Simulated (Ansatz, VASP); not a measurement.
Two plane-wave programs on SnO2

INCAR

```
PREC = Accurate
ENCUT = 520
EDIFF = 1E-6
ISMEAR = 0
SIGMA = 0.1
LREAL = F
LASPH = T
NELM = 100
ALGO = Normal
ISIF = 2
LWAVE = F
LCHARG = T
GGA = PE
LELF = T
LVHAR = T
NBANDS = 35
```

File KPOINTS:

```
Automatic mesh
0
Gamma
  4 4 6
```

File POSCAR:

```
SnO2
1.0
    4.7648181900      0.0000000000      0.0000000000
    0.0000000000      4.7648181900      0.0000000000
    0.0000000000      0.0000000000      3.2074997400
Sn O
2 4
Direct
    0.5000000000      0.5000000000      0.5000000000
    0.0000000000      0.0000000000      0.0000000000
    0.1940277100      0.8059722800      0.5000000000
    0.8059722800      0.1940277100      0.5000000000
    0.3059723100      0.3059723100      0.0000000000
    0.6940277200      0.6940277200      0.0000000000
```

Input for Ansatz:

```yaml
crystal:
  lattice:
    - [4.764818, 0.0, 0.0]
    - [0.0, 4.764818, 0.0]
    - [0.0, 0.0, 3.2075]
  atoms:
    - { symbol: Sn, position: [0.5, 0.5, 0.5] }
    - { symbol: Sn, position: [0.0, 0.0, 0.0] }
    - { symbol: O, position: [0.194028, 0.805972, 0.5] }
    - { symbol: O, position: [0.805972, 0.194028, 0.5] }
    - { symbol: O, position: [0.305972, 0.305972, 0.0] }
    - { symbol: O, position: [0.694028, 0.694028, 0.0] }
basis:
  ecutwfc: 420
kpoints:
  mp_grid: { grid: [4, 4, 6] }
hamiltonian:
  xc: pbe
scf:
  occupations: { method: gaussian, width: 0.1 }
output:
  forces: true
  stress: true
  eigenvalues: true
```

The cell is a database's computed one.

Alike in both runs: task single point; functional PBE; k mesh 4 × 4 × 6; occupations gaussian, width 0.1 eV; no spin polarisation.

```csv
,VASP,Ansatz
version,VASP 6.6.1,Ansatz 0.2.0
potentials or method,"VASP PAW PBE potentials, release 64 (Sn_d, O)","scalar-relativistic, plane waves, PAW"
plane-wave cutoff (eV),520,420
valence electrons in the cell,52,52
```

```csv
,VASP,Ansatz,Ansatz less VASP
gap on the k mesh at the Fermi level (eV),1.04,1.05,+0.010
least direct gap on the mesh (eV),1.04,1.05,+0.010
pressure (GPa),7.4,6.8,-0.69
largest component of the traceless stress (GPa),0.96,0.75,-0.208
rms of the force components (eV/Å),0.019,0.012,-0.0074
```

Atom by atom the forces differ by 0.007 eV/Å (rms over components).

Caveats: spin-orbit coupling is left out, which moves the levels of the heavy elements.
